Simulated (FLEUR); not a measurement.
## TePt: single point with PBEsol+U

The system is TePt.

```
CELL_PARAMETERS angstrom
3.95488 0.00000 0.00000
-1.97744 3.42502 0.00000
0.00000 0.00000 3.85976
ATOMIC_POSITIONS crystal
Pt 0.00000 0.00000 0.00000
Te 0.66667 0.33333 0.50000
```

Measurements of this composition are mostly on another form, of space group No. 166.

```json
{"Program": "FLEUR MaX-R8.1 (later development tree)", "Task": "single point", "Functional": "PBEsol", "Potentials or basis": "all-electron", "Basis": "FLAPW", "Kmax": "4.17 1/bohr", "k mesh": "6 × 6 × 5", "Occupations": "gaussian, width 0.05 eV", "Spin": "collinear spin, ferromagnetic start", "Starting moments": "[2.0, 0.0] μB", "Hubbard terms": "Pt d U = 7 eV"}
```

- Net moment: 0.08 μB per cell
- Site moments: Pt +0.04; Te +0.02 μB
- Valence electrons inside the program's atomic spheres: Pt 16.91; Te 18.99 (radii Pt 2.66, Te 2.35 bohr)

Levels at points of the mesh, in eV from the Fermi level:
Spin up:
```tsv
k point	band 17	band 18	band 19	band 20	band 21	band 22	band 23	band 24
(0.00, 0.00, 0.00)	-2.47	-2.47	-1.21	0.87	0.87	0.92	6.26	6.88
(0.00, 0.50, 0.00)	-2.79	-2.57	-2.25	-1.24	1.54	2.79	5.81	7.58
```
Spin down:
```tsv
k point	band 18	band 19	band 20	band 21	band 22	band 23
(0.00, 0.00, 0.00)	-2.35	-1.19	0.90	0.90	0.94	6.28
(0.00, 0.50, 0.00)	-2.45	-2.22	-1.20	1.58	2.81	5.82
```

Eigenvalues of the final occupation matrices:
```tsv
site	spin	trace	eigenvalues
atom type 1	1	4.15	0.77 0.77 0.86 0.86 0.89
atom type 1	2	4.12	0.76 0.76 0.86 0.86 0.89
```

Core levels (eV from the Fermi level):
```csv
atom,levels
1 Pt,"1s1/2 -78281.9, 2s1/2 -13737.0, 2p1/2 -13165.2, 2p3/2 -11436.9, 3s1/2 -3221.8, 3p1/2 -2965.5, 3p3/2 -2585.6, 4s1/2 -687.5, 3d3/2 -2159.0, 3d5/2 -2077.1, 4p1/2 -578.8, 4p3/2 -488.2, 4d3/2 -310.3, 4d5/2 -293.5, 4f5/2 -66.1, 4f7/2 -62.7"
2 Te,"1s1/2 -31587.6, 2s1/2 -4839.4, 2p1/2 -4534.5, 2p3/2 -4260.2, 3s1/2 -959.6, 3p1/2 -834.3, 3p3/2 -783.1, 4s1/2 -159.9, 3d3/2 -561.8, 3d5/2 -551.1"
```

It took 3.5 min on 1 thread of Arm Neoverse V1 (shared host), peak memory 0.12 GiB.

Caveat: with Gaussian smearing the program prints no entropy term, so the energy of a metal isn't a free energy; the U is typed as a test and isn't derived for this compound. The run has no spin-orbit coupling, so splittings on Pt, Te are missing.
